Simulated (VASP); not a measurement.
Here is a VASP 6.6.1 calculation.

The input INCAR:

```
  ALGO = Normal
  EDIFF = 1E-7
  EDIFFG = -0.01
  ENCUT = 600
  IBRION = 2
  ISIF = 2
  ISMEAR = 0
  LASPH = True
  LCHARG = False
  LMIXTAU = True
  LREAL = False
  LWAVE = False
  METAGGA = R2SCAN
  NELM = 80
  NSW = 40
  PREC = Accurate
  SIGMA = 0.03
```

Contents of KPOINTS:

```
k-points
0
Gamma
  10 10 10
```

POSCAR

```
SiC                                     
1.0
    0.0000000000      2.1914614407      2.1914614407
    2.1914614407      0.0000000000      2.1914614407
    2.1914614407      2.1914614407      0.0000000000
  Si              C             
     1     1
Direct
     0.0000000000000000    0.0000000000000000    0.0000000000000000
     0.2500000000000000    0.2500000000000000    0.2500000000000000
```

Potentials or basis: VASP PAW PBE potentials, release 64 (Si, C).

The run is started by

```bash
$ cat potpaw_PBE.64/Si/POTCAR potpaw_PBE.64/C/POTCAR > POTCAR
$ mpirun -np 1 vasp_std > vasp.out
```

(1) Predict the band gap on the k mesh.

Results:

(1) 1.74 eV, indirect (least direct gap 5.04 eV).

Caveat: the relaxation stopped at its first step, so nothing moved.
